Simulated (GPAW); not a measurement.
# SiC (Moissanite) (P6_3mc) in GPAW: a series of runs

One crystal, SiC (Moissanite), is run at these levels: PBEsol; tasks: relaxation of cell and atoms.

Everything below comes from runs of GPAW 26.7.0. Logs are shortened: lines on timing, memory, paths and dates and some standing lists are left out, and cuts for length are marked. The log counts tension as positive stress, the text compression.

## 1. Starting point

The structure is hexagonal, space group P6_3mc (No. 186). The conventional cell has a = 3.076 Å, b = 3.076 Å, c = 5.048 Å, α = 90.00°, β = 90.00°, γ = 120.00°. Si (site symmetry 3m) is surrounded by 4 C at 1.87 to 1.94 Å. C (site symmetry 3m) is surrounded by 4 Si at 1.87 to 1.94 Å.

## 2. Relaxation of cell and atoms, PBEsol, target pressure 20 GPa, at which the enthalpy is minimised

File run.py:

```python
from ase import Atoms
from ase.filters import FrechetCellFilter
from ase.io import write
from ase.optimize import BFGS
from ase.units import GPa
from gpaw import GPAW, PW, setup_paths

setup_paths.insert(0, '.')

atoms = Atoms(['Si', 'Si', 'C', 'C'],
              cell=[[3.076, 0.0, 0.0],
                    [-1.538, 2.663894142, 0.0],
                    [0.0, 0.0, 5.048]],
              scaled_positions=[[0.6666666667, 0.3333333333, 0.5],
                                [0.3333333333, 0.6666666667, 0.0],
                                [0.6666666667, 0.3333333333, 0.885],
                                [0.3333333333, 0.6666666667, 0.385]],
              pbc=True)

calc = GPAW(mode=PW(800),
            xc='PBEsol',
            kpts={'size': (7, 7, 4), 'gamma': True},
            occupations={'name': 'fermi-dirac', 'width': 0.05},
            nbands=18,
            convergence={'density': 1e-05, 'forces': 0.0001},
            maxiter=150,
            txt='gpaw.txt')
atoms.calc = calc
opt = BFGS(FrechetCellFilter(atoms, scalar_pressure=20 * GPa), trajectory='relax.traj', logfile='-')
done = opt.run(fmax=0.02, steps=60)
calc.write('gs.gpw')
write('result.traj', atoms)
print('Converged:', done)
print('Cell:', atoms.cell.cellpar().round(4))
print('Volume:', round(atoms.get_volume(), 4))
print(atoms.get_scaled_positions().round(5))
```

Potentials or basis: PAW data sets generated in the run's folder for this functional, pw.

On the command line:

```
gpaw-setup -f PBEsol C Si
OMP_NUM_THREADS=1 python run.py
```

gpaw.txt:

```text
__  _  _
 | _ |_)|_||  |
 |__||  | ||/\| - 26.7.0

Input parameters:
  mode=PW(ecut=800.0),
  convergence={'density': 1e-05, 'forces': 0.0001},
  kpts=MonkhorstPack(size=(7, 7, 4), gamma=True),
  maxiter=150,
  nbands=18,
  occupations=Occupations(name='fermi-dirac', width=0.05),
  xc=XC(name='PBEsol')

Diagonalizing LCAO Hamiltonian
Converting LCAO to pw mode

           C

           Si
        C

        Si

Atoms  # Å, Bohr magnetons
|   | symbol |         x |        y |        z |    initial magnetic moments |
|---|--------|-----------|----------|----------|-----------------------------|
| 0 |     Si |  1.538000 | 0.887965 | 2.524000 | ( 0.0000,  0.0000,  0.0000) |
| 1 |     Si | -0.000000 | 1.775929 | 0.000000 | ( 0.0000,  0.0000,  0.0000) |
| 2 |      C |  1.538000 | 0.887965 | 4.467480 | ( 0.0000,  0.0000,  0.0000) |
| 3 |      C | -0.000000 | 1.775929 | 1.943480 | ( 0.0000,  0.0000,  0.0000) |

Unit cell  # Å
| periodic |         x |        y |        z |  lengths |     angles |
|----------|-----------|----------|----------|----------|------------|
|      yes |  3.076000 | 0.000000 | 0.000000 | 3.076000 |  90.000000 |
|      yes | -1.538000 | 2.663894 | 0.000000 | 3.076000 |  90.000000 |
|      yes |  0.000000 | 0.000000 | 5.048000 | 5.048000 | 120.000000 |

Number of symmetries: 6
Symmetry operations  # r_c * U_cc + t_c -> r_c
|   | kind |            matrix            |
|---|------|------------------------------|
| 0 |  σ   |  1, 1, 0,  0,-1, 0,  0, 0, 1 |
| 1 |  E   |  1, 0, 0,  0, 1, 0,  0, 0, 1 |
| 2 |  C3  |  0, 1, 0, -1,-1, 0,  0, 0, 1 |
| 3 |  σ   |  0,-1, 0, -1, 0, 0,  0, 0, 1 |
| 4 |  σ   | -1, 0, 0,  1, 1, 0,  0, 0, 1 |
| 5 |  C3  | -1,-1, 0,  1, 0, 0,  0, 0, 1 |

BZ-sampling:
  Number of BZ points: 196
  Number of IBZ points: 28
[... 169 lines left out ...]
|          4 |         6.926 |     2.000 |
|          5 |         8.216 |     2.000 |
[... 8 lines left out ...]
|         14 |        17.125 |     0.000 |
|         15 |        19.746 |     0.000 |
|        ... |               |           |
|         17 |        19.787 |     0.000 |

Gap: 2.479 eV
Transition (v -> c):
  (s=0, k=0, n=7, [0.00, 0.00, 0.00]) -> (s=0, k=22, n=8, [0.43, 0.29, 0.00])
Direct/indirect transitions are different
Direct gap: 4.015 eV
Transition at: (s=0, k=19, n=7, [0.43, 0.00, 0.00])

Stress tensor  # eV/Ang^3
|         x |         y |        z |
|-----------|-----------|----------|
| -0.019864 |  0.000000 | 0.000000 |
|  0.000000 | -0.019864 | 0.000000 |
|  0.000000 |  0.000000 | 0.012275 |

Forces  # eV/Ang
|        x |        y |        z |
|----------|----------|----------|
| -0.00000 |  0.00000 |  0.75869 |  # Si   0
|  0.00000 |  0.00000 |  0.75869 |  # Si   1
|  0.00000 | -0.00000 | -0.75867 |  # C    2
| -0.00000 |  0.00000 | -0.75865 |  # C    3

Interpolating wave functions to new cell

           C

           Si
        C

        Si

Atoms  # Å, Bohr magnetons
|   | symbol |         x |        y |        z |    initial magnetic moments |
|---|--------|-----------|----------|----------|-----------------------------|
| 0 |     Si |  1.532049 | 0.884529 | 2.522036 | ( 0.0000,  0.0000,  0.0000) |
| 1 |     Si | -0.000000 | 1.769058 | 0.010784 | ( 0.0000,  0.0000,  0.0000) |
| 2 |      C |  1.532049 | 0.884529 | 4.434132 | ( 0.0000,  0.0000,  0.0000) |
| 3 |      C | -0.000000 | 1.769058 | 1.922881 | ( 0.0000,  0.0000,  0.0000) |

Unit cell  # Å
| periodic |         x |         y |        z |  lengths |     angles |
|----------|-----------|-----------|----------|----------|------------|
|      yes |  3.064099 | -0.000000 | 0.000000 | 3.064099 |  90.000000 |
|      yes | -1.532049 |  2.653587 | 0.000000 | 3.064099 |  90.000000 |
|      yes |  0.000000 |  0.000000 | 5.022504 | 5.022504 | 120.000000 |

Number of symmetries: 6
Symmetry operations  # r_c * U_cc + t_c -> r_c
|   | kind |            matrix            |
|---|------|------------------------------|
| 0 |  σ   |  1, 1, 0,  0,-1, 0,  0, 0, 1 |
| 1 |  E   |  1, 0, 0,  0, 1, 0,  0, 0, 1 |
| 2 |  C3  |  0, 1, 0, -1,-1, 0,  0, 0, 1 |
| 3 |  σ   |  0,-1, 0, -1, 0, 0,  0, 0, 1 |
| 4 |  σ   | -1, 0, 0,  1, 1, 0,  0, 0, 1 |
| 5 |  C3  | -1,-1, 0,  1, 0, 0,  0, 0, 1 |

BZ-sampling:
  Number of BZ points: 196
  Number of IBZ points: 28
[... 211 lines left out ...]
        Si

Atoms  # Å, Bohr magnetons
|   | symbol |         x |        y |        z |    initial magnetic moments |
|---|--------|-----------|----------|----------|-----------------------------|
| 0 |     Si |  1.510783 | 0.872251 | 2.506172 | ( 0.0000,  0.0000,  0.0000) |
| 1 |     Si | -0.000000 | 1.744502 | 0.036085 | ( 0.0000,  0.0000,  0.0000) |
| 2 |      C |  1.510783 | 0.872251 | 4.335965 | ( 0.0000,  0.0000,  0.0000) |
| 3 |      C | -0.000000 | 1.744502 | 1.865882 | ( 0.0000,  0.0000,  0.0000) |

Unit cell  # Å
| periodic |         x |        y |        z |  lengths |     angles |
|----------|-----------|----------|----------|----------|------------|
|      yes |  3.021567 | 0.000000 | 0.000000 | 3.021567 |  90.000000 |
|      yes | -1.510783 | 2.616754 | 0.000000 | 3.021567 |  90.000000 |
|      yes |  0.000000 | 0.000000 | 4.940170 | 4.940170 | 120.000000 |

Number of symmetries: 6
Symmetry operations  # r_c * U_cc + t_c -> r_c
|   | kind |            matrix            |
|---|------|------------------------------|
| 0 |  σ   |  1, 1, 0,  0,-1, 0,  0, 0, 1 |
| 1 |  E   |  1, 0, 0,  0, 1, 0,  0, 0, 1 |
| 2 |  C3  |  0, 1, 0, -1,-1, 0,  0, 0, 1 |
| 3 |  σ   |  0,-1, 0, -1, 0, 0,  0, 0, 1 |
| 4 |  σ   | -1, 0, 0,  1, 1, 0,  0, 0, 1 |
| 5 |  C3  | -1,-1, 0,  1, 0, 0,  0, 0, 1 |

BZ-sampling:
  Number of BZ points: 196
  Number of IBZ points: 28
[... 129 lines left out ...]
SCF iterations
|iter     | |      energy | eigst |  dens |force |
|---------|-|-------------|-------|-------|------|
|iter:   1| |  -31.749102 | -0.28 |       |      |
|iter:   2| |  -31.723368 | -3.08 | -1.33 |      |
|iter:   3| |  -31.577500 | -2.25 | -1.36 |      |
|iter:   4| |  -31.574225 | -3.68 | -2.11 |      |
|iter:   5| |  -31.574246c| -5.17 | -2.76 |      |
|iter:   6| |  -31.574268c| -5.84 | -3.11 |      |
|iter:   7| |  -31.574268c| -7.74c| -4.03 |      |
|iter:   8| |  -31.574268c| -8.15c| -4.64 |      |
|iter:   9| |  -31.574268c| -8.88c| -5.52c|      |
|iter:  10| |  -31.574268c| -9.71c| -5.88c|-3.98 |
|iter:  11| |  -31.574268c|-10.53c| -6.73c|-4.84c|

Converged in 11 steps
Energy contributions relative to reference atoms: (reference = -17789.317351)

Energy contributions:
  Kinetic:          45.694869
  Coulomb:         -37.676173
  Zero:             -0.038506
  External:          0.000000
  Xc:              -39.554458
  Entropy:          -0.000000
  Spinorbit:         0.000000
  ----------------------------
  Free energy:     -31.574268
  Extrapolated:    -31.574268

dipole moment: (-0.000002, -0.000002, -8.539763)  # |e|*Ang

Fermi level: 10.207
Eigenvalues  # (at kpt = [0.000, 0.000, 0.000])
| band index |      eig [eV] | occ [0-2] |
|------------|---------------|-----------|
|          0 |        -7.052 |     2.000 |
|          1 |        -3.159 |     2.000 |
|          2 |        -0.177 |     2.000 |
|          3 |         7.688 |     2.000 |
|          4 |         7.688 |     2.000 |
|          5 |         8.755 |     2.000 |
[... 13 lines left out ...]
Gap: 2.170 eV
Transition (v -> c):
  (s=0, k=0, n=7, [0.00, 0.00, 0.00]) -> (s=0, k=22, n=8, [0.43, 0.29, 0.00])
Direct/indirect transitions are different
Direct gap: 3.926 eV
Transition at: (s=0, k=19, n=7, [0.43, 0.00, 0.00])

Stress tensor  # eV/Ang^3
|         x |         y |         z |
|-----------|-----------|-----------|
| -0.084133 | -0.000000 |  0.000000 |
| -0.000000 | -0.084133 |  0.000000 |
|  0.000000 |  0.000000 | -0.128654 |

Forces  # eV/Ang
|        x |       y |        z |
|----------|---------|----------|
|  0.00000 | 0.00000 | -0.63832 |  # Si   0
| -0.00000 | 0.00000 | -0.63820 |  # Si   1
| -0.00000 | 0.00000 |  0.63829 |  # C    2
| -0.00000 | 0.00000 |  0.63819 |  # C    3

Interpolating wave functions to new cell

           C

           Si
        C

        Si

Atoms  # Å, Bohr magnetons
|   | symbol |         x |        y |        z |    initial magnetic moments |
|---|--------|-----------|----------|----------|-----------------------------|
| 0 |     Si |  1.508701 | 0.871049 | 2.499005 | ( 0.0000,  0.0000,  0.0000) |
| 1 |     Si | -0.000000 | 1.742098 | 0.029171 | ( 0.0000,  0.0000,  0.0000) |
| 2 |      C |  1.508701 | 0.871049 | 4.342435 | ( 0.0000,  0.0000,  0.0000) |
| 3 |      C | -0.000000 | 1.742098 | 1.872602 | ( 0.0000,  0.0000,  0.0000) |

Unit cell  # Å
| periodic |         x |        y |         z |  lengths |     angles |
|----------|-----------|----------|-----------|----------|------------|
|      yes |  3.017402 | 0.000000 |  0.000000 | 3.017402 |  90.000000 |
|      yes | -1.508701 | 2.613147 | -0.000000 | 3.017402 |  90.000000 |
|      yes |  0.000000 | 0.000000 |  4.939667 | 4.939667 | 120.000000 |

Number of symmetries: 6
Symmetry operations  # r_c * U_cc + t_c -> r_c
|   | kind |            matrix            |
|---|------|------------------------------|
| 0 |  σ   |  1, 1, 0,  0,-1, 0,  0, 0, 1 |
| 1 |  E   |  1, 0, 0,  0, 1, 0,  0, 0, 1 |
| 2 |  C3  |  0, 1, 0, -1,-1, 0,  0, 0, 1 |
| 3 |  σ   |  0,-1, 0, -1, 0, 0,  0, 0, 1 |
| 4 |  σ   | -1, 0, 0,  1, 1, 0,  0, 0, 1 |
| 5 |  C3  | -1,-1, 0,  1, 0, 0,  0, 0, 1 |

BZ-sampling:
  Number of BZ points: 196
  Number of IBZ points: 28
[... 121 lines left out ...]
convergence criteria:
- Maximum integral of absolute [dens]ity change: 1e-05 electrons / valence electron
- Maximum change in the atomic [forces] across last 2 cycles: 0.0001 eV/Ang OR
Maximum error relative to the maximum force is below inf
- Maximum [total energy] change in last 3 cyles: 0.0005 eV / valence electron
- Maximum integral of absolute [eigenst]ate change: 4e-08 eV^2 / valence electron
maximum number of iterations: 150

SCF iterations
|iter     | |      energy | eigst |  dens |force |
|---------|-|-------------|-------|-------|------|
|iter:   1| |  -31.588856 | -1.66 |       |      |
|iter:   2| |  -31.587124 | -4.39 | -1.96 |      |
|iter:   3| |  -31.577102 | -3.52 | -1.99 |      |
|iter:   4| |  -31.576903 | -4.97 | -2.78 |      |
|iter:   5| |  -31.576903c| -7.03 | -3.52 |      |
|iter:   6| |  -31.576904c| -7.86c| -3.93 |      |
|iter:   7| |  -31.576904c| -8.34c| -4.76 |      |
|iter:   8| |  -31.576904c| -9.21c| -5.55c|      |
|iter:   9| |  -31.576904c|-10.01c| -6.02c|-4.15c|

Converged in 9 steps
Energy contributions relative to reference atoms: (reference = -17789.317351)

Energy contributions:
  Kinetic:          46.282184
  Coulomb:         -38.128057
  Zero:             -0.039178
  External:          0.000000
  Xc:              -39.691853
  Entropy:          -0.000000
  Spinorbit:         0.000000
  ----------------------------
  Free energy:     -31.576904
  Extrapolated:    -31.576904

dipole moment: (-0.000002, -0.000002, -8.566105)  # |e|*Ang

Fermi level: 10.215
Eigenvalues  # (at kpt = [0.000, 0.000, 0.000])
| band index |      eig [eV] | occ [0-2] |
|------------|---------------|-----------|
|          0 |        -7.042 |     2.000 |
|          1 |        -3.167 |     2.000 |
|          2 |        -0.118 |     2.000 |
|          3 |         7.703 |     2.000 |
|          4 |         7.704 |     2.000 |
|          5 |         8.866 |     2.000 |
[... 42 lines left out ...]
        Si

Atoms  # Å, Bohr magnetons
|   | symbol |         x |        y |        z |    initial magnetic moments |
|---|--------|-----------|----------|----------|-----------------------------|
| 0 |     Si |  1.502252 | 0.867325 | 2.485765 | ( 0.0000,  0.0000,  0.0000) |
| 1 |     Si | -0.000000 | 1.734651 | 0.022675 | ( 0.0000,  0.0000,  0.0000) |
| 2 |      C |  1.502252 | 0.867325 | 4.336999 | ( 0.0000,  0.0000,  0.0000) |
| 3 |      C | -0.000000 | 1.734651 | 1.873907 | ( 0.0000,  0.0000,  0.0000) |

Unit cell  # Å
| periodic |         x |        y |         z |  lengths |     angles |
|----------|-----------|----------|-----------|----------|------------|
|      yes |  3.004503 | 0.000000 | -0.000000 | 3.004503 |  90.000000 |
|      yes | -1.502252 | 2.601976 |  0.000000 | 3.004503 |  90.000000 |
|      yes |  0.000000 | 0.000000 |  4.926182 | 4.926182 | 120.000000 |

Number of symmetries: 6
Symmetry operations  # r_c * U_cc + t_c -> r_c
|   | kind |            matrix            |
|---|------|------------------------------|
| 0 |  σ   |  1, 1, 0,  0,-1, 0,  0, 0, 1 |
| 1 |  E   |  1, 0, 0,  0, 1, 0,  0, 0, 1 |
| 2 |  C3  |  0, 1, 0, -1,-1, 0,  0, 0, 1 |
| 3 |  σ   |  0,-1, 0, -1, 0, 0,  0, 0, 1 |
| 4 |  σ   | -1, 0, 0,  1, 1, 0,  0, 0, 1 |
| 5 |  C3  | -1,-1, 0,  1, 0, 0,  0, 0, 1 |

BZ-sampling:
  Number of BZ points: 196
  Number of IBZ points: 28
[... 189 lines left out ...]
Stress tensor  # eV/Ang^3
|         x |         y |         z |
|-----------|-----------|-----------|
| -0.123663 | -0.000000 |  0.000000 |
| -0.000000 | -0.123663 | -0.000000 |
|  0.000000 | -0.000000 | -0.124397 |

Forces  # eV/Ang
|        x |        y |        z |
|----------|----------|----------|
|  0.00000 |  0.00000 | -0.00128 |  # Si   0
| -0.00000 |  0.00000 | -0.00128 |  # Si   1
|  0.00000 | -0.00000 |  0.00133 |  # C    2
|  0.00000 |  0.00000 |  0.00132 |  # C    3

# Writing to gs.gpw (mode='')
```

Wall time 86 s (1 thread of Arm Neoverse V1, shared host); peak memory 0.22 GiB.

Results:

* Free energy: -31.5309 eV
* Relaxed volume: 9.63 Å³/atom
* Relaxed cell: a = 3.005 Å, b = 3.005 Å, c = 4.926 Å, α = 90.00°, β = 90.00°, γ = 120.00°
* Space group after relaxing (to 0.05 Å): P6_3mc (No. 186)
* Energy change on relaxing (the enthalpy is what falls): +36.5 meV/atom
* Ionic steps: 5
* Pressure after relaxing: 19.9 GPa
* Band gap on the k mesh: 2.32 eV, indirect (least direct gap 4.05 eV)

The path:
```csv
step,energy change (eV),largest force (eV/Å),pressure (GPa),volume (Å³)
1,0.0000,0.7587,1.47,41.36
2,-0.0165,0.4262,4.26,40.84
3,0.1025,0.6383,15.86,39.06
4,0.0998,0.3035,16.58,38.95
5,0.1458,0.0013,19.85,38.51
```

Final structure:
```yaml
crystal:
  lattice:
    - [3.00450, 0.00000, 0.00000]
    - [-1.50225, 2.60198, 0.00000]
    - [0.00000, 0.00000, 4.92618]
  atoms:
    - { symbol: Si, position: [0.66667, 0.33333, 0.50460] }
    - { symbol: Si, position: [0.33333, 0.66667, 0.00460] }
    - { symbol: C, position: [0.66667, 0.33333, 0.88040] }
    - { symbol: C, position: [0.33333, 0.66667, 0.38040] }
```

Levels at points of the mesh, in eV from the valence-band top:
```tsv
k point	band 5	band 6	band 7	band 8	band 9	band 10	band 11	band 12
(0.00, 0.00, 0.00)	-1.36	-0.11	0.00	0.00	5.34	6.94	7.01	7.01
(0.00, 0.00, 0.50)	-0.73	-0.73	-0.73	-0.73	6.44	6.44	7.65	7.65
```

Caveat: later steps reuse the first step's grids; an odd mesh through Γ misses points on the zone boundary, where band edges often lie.

## 3. Relaxation of cell and atoms, PBEsol, target pressure 30 GPa, at which the enthalpy is minimised

run.py, as its differences from that of step 2:

```diff
@@ -28,3 +28,3 @@
 atoms.calc = calc
-opt = BFGS(FrechetCellFilter(atoms, scalar_pressure=20 * GPa), trajectory='relax.traj', logfile='-')
+opt = BFGS(FrechetCellFilter(atoms, scalar_pressure=30 * GPa), trajectory='relax.traj', logfile='-')
 done = opt.run(fmax=0.02, steps=60)
```

Potentials or basis: PAW data sets generated in the run's folder for this functional, pw.

On the command line:

```
gpaw-setup -f PBEsol C Si
OMP_NUM_THREADS=1 python run.py
```

It took 90 s on 1 thread of Arm Neoverse V1, shared host; peak memory 0.22 GiB.

The run converged. Its results:

```yaml
Free_energy: -31.3400 eV
Relaxed_volume: 9.32 Å³/atom
Relaxed_cell: a = 2.972 Å, b = 2.972 Å, c = 4.873 Å, α = 90.00°, β = 90.00°, γ = 120.00°
Space_group_after_relaxing_to_0.05_Å: P6_3mc (No. 186)
Energy_change_on_relaxing_the_enthalpy_is_what_falls: +84.2 meV/atom
Ionic_steps: 6
Pressure_after_relaxing: 30.0 GPa
Band_gap_on_the_k_mesh: 2.27 eV, indirect (least direct gap 4.11 eV)
```

The path:
```tsv
step	energy change (eV)	largest force (eV/Å)	pressure (GPa)	volume (Å³)
1	0.0000	0.7587	1.47	41.36
2	-0.0072	0.4328	5.93	40.56
3	0.3247	0.8934	28.07	37.53
4	0.2846	0.2998	27.28	37.60
5	0.3293	0.0193	29.63	37.33
6	0.3367	0.0008	29.99	37.29
```

Final structure:
```cif
data_structure
_symmetry_space_group_name_H-M 'P 1'
_symmetry_Int_Tables_number 1
_cell_length_a 2.9725
_cell_length_b 2.9725
_cell_length_c 4.8734
_cell_angle_alpha 90.000
_cell_angle_beta 90.000
_cell_angle_gamma 120.000
_cell_volume 37.29
loop_
_atom_site_label
_atom_site_type_symbol
_atom_site_fract_x
_atom_site_fract_y
_atom_site_fract_z
_atom_site_occupancy
Si1 Si 0.66667 0.33333 0.50461 1
Si2 Si 0.33333 0.66667 0.00461 1
C1 C 0.66667 0.33333 0.88039 1
C2 C 0.33333 0.66667 0.38039 1
```

Levels at points of the mesh, in eV from the valence-band top:
| k point | band 4 | band 5 | band 6 | band 7 | band 8 | band 9 | band 10 | band 11 | band 12 | band 13 |
| --- | --- | --- | --- | --- | --- | --- | --- | --- | --- | --- |
| (0.00, 0.00, 0.00) | -1.38 | -1.38 | -0.11 | 0.00 | 0.00 | 5.62 | 7.21 | 7.21 | 7.27 | 8.63 |
| (0.00, 0.00, 0.50) | -4.67 | -0.74 | -0.74 | -0.74 | -0.74 | 6.72 | 6.72 | 7.84 | 7.84 | 7.84 |

Caveat: later steps reuse the first step's grids; an odd mesh through Γ misses points on the zone boundary, where band edges often lie.
